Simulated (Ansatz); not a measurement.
# Sn: the cost of one run

Method: DFT PBE, scalar-relativistic, plane waves, PAW, in Ansatz 0.2.0.

## (1) The starting structure

Symmetry: I4/mmm, No. 139, tetragonal system. The conventional cell has a = 3.182 Å, b = 3.182 Å, c = 5.831 Å, α = 90.00°, β = 90.00°, γ = 90.00°. Sn (site symmetry 4/mmm) is surrounded by 4 Sn at 3.18 Å.

Structure file:

```cif
data_structure
_symmetry_space_group_name_H-M 'P 1'
_symmetry_Int_Tables_number 1
_cell_length_a 3.1815
_cell_length_b 3.1815
_cell_length_c 3.6827
_cell_angle_alpha 115.592
_cell_angle_beta 115.592
_cell_angle_gamma 90.000
_cell_volume 29.51
loop_
_atom_site_label
_atom_site_type_symbol
_atom_site_fract_x
_atom_site_fract_y
_atom_site_fract_z
_atom_site_occupancy
Sn1 Sn 0.00000 0.00000 0.00000 1
```

The structure comes from the Crystallography Open Database.

## (2) Ground state at the listed geometry

input.yaml reads:

```yaml
crystal:
  lattice:
    - [3.1815, 0.0, 0.0]
    - [0.0, 3.1815, 0.0]
    - [-1.59075, -1.59075, 2.91565]
  atoms:
    - { symbol: Sn, position: [0.0, 0.0, 0.0] }
basis:
  ecutwfc: 500
  fft_grid_basis: typed
kpoints:
  mp_grid: { grid: [12, 12, 12] }
hamiltonian:
  xc: pbe
  pseudopotentials: { kind: paw }
scf:
  occupations: { method: gaussian, width: 0.05 }
output:
  forces: true
  stress: true
  eigenvalues: true
  bader: true
  write_density: true
  volumetric_format: npy
  elf: true
```

On the command line:

```sh
$ ansatz run input.yaml --threads 1 --pin off --max-ram 2560MiB --backend cpu --events-out ev --progress --plain --runs-dir out
```

**Question.** How long does this run take on 1 thread of Arm Neoverse N1, shared host, and how much memory does it need?

About 14 s, with a peak of 0.34 GiB.
